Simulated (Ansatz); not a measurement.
Seebeck coefficient (μV/K, mean over directions) of n-type LaAlO$_{3}$ (Pm-3m) against carrier density, PBEsol with spin-orbit coupling, rigid bands (Ansatz, an electronic-structure program). Computed gap 3.44 eV; densities at which minority carriers matter at this gap, or further valleys turn the trend, are left out. Conductivity mass 0.57 mₑ (harmonic mean over directions), N_c = 2.1e19 cm⁻³ at 300 K.

```
electron density  300 K  500 K
----------------  -----  -----
1e16 cm⁻³          -872      …
1e17 cm⁻³             …   -741
1e18 cm⁻³          -476   -543
3e18 cm⁻³          -382   -449
1e19 cm⁻³          -281   -346
3e19 cm⁻³          -193   -255
1e20 cm⁻³          -111   -163
3e20 cm⁻³           -59    -95
1e21 cm⁻³             …    -46
```

**Question.** What belongs in the gaps?

**Answer.** 
- 1e16 cm⁻³, 500 K: -940
- 1e17 cm⁻³, 300 K: -674
- 1e21 cm⁻³, 300 K: -28

Rigid bands with a gap fixed in temperature, one relaxation time for all states, no polarons or phonon drag, and whether or not such doping can be reached.

LaAlO3 (Pm-3m): a high-temperature phase held by its symmetry.
